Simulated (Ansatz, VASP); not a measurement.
Hg in VASP and in Ansatz

The input INCAR:

```
PREC     = Accurate       # precision mode
ENCUT    = 520            # plane-wave cutoff, eV
EDIFF    = 1E-7           # SCF threshold, eV
ISMEAR   = -1             # smearing method
SIGMA    = 0.05           # smearing width, eV
LREAL    = False          # projectors in reciprocal space
LASPH    = True           # aspherical terms in the spheres
NELM     = 100            # most SCF steps
ALGO     = Normal         # electronic algorithm
ISIF     = 2              # what is computed and relaxed
LWAVE    = False          # write WAVECAR
LCHARG   = False          # write CHGCAR
GGA      = PE             # functional
NBANDS   = 12             # bands
```

File KPOINTS:

```
Automatic mesh
0
Gamma
  9 9 9
```

Contents of POSCAR:

```
Hg
1.0
    2.1100608916     -2.6546451607      0.0000000000
    2.1100608916      2.6546451607      0.0000000000
   -2.1009328893      0.0000000000      2.8727876879
Hg
1
Direct
    0.0000000000      0.0000000000      0.0000000000
```

input.yaml

```yaml
crystal:
  lattice:
    - [2.1100608916, -2.6546451607, 0.0]
    - [2.1100608916, 2.6546451607, 0.0]
    - [-2.1009328893, 0.0, 2.8727876879]
  atoms:
    - { symbol: Hg, position: [0.0, 0.0, 0.0] }
hamiltonian:
  xc: pbe
  pseudopotentials: { kind: paw }
kpoints:
  mp_grid: { grid: [9, 9, 9] }
scf:
  occupations: { method: fermi_dirac, width: 0.05 }
output:
  forces: true
  stress: true
  eigenvalues: true
  write_density: true
  write_potential: true
  elf: true
  volumetric_format: npy
```

Change from the starting cell: volume scaled by 0.98.

Alike in both runs: task single point; functional PBE; k mesh 9 × 9 × 9; occupations fermi-dirac, width 0.05 eV; no spin polarisation.

|  | VASP | Ansatz |
| --- | --- | --- |
| version | VASP 6.6.1 | Ansatz 0.2.0 |
| potentials or method | VASP PAW PBE potentials, release 64 (Hg) | Ansatz PAW |
| plane-wave cutoff (eV) | 520 | 420 |
| valence electrons in the cell | 12 | 20 |

|  | VASP | Ansatz | Ansatz less VASP |
| --- | --- | --- | --- |
| gap on the k mesh at the Fermi level (eV) | none | none | - |
| pressure (GPa) | -0.5 | -0.6 | -0.04 |
| largest component of the traceless stress (GPa) | 0.38 | 0.37 | -0.012 |

A gap of «none» marks a metal or a gap that the smearing closes. The two sets of potentials don't hold the same shells in valence.

The runs have no spin-orbit coupling, so splittings on Hg are missing.
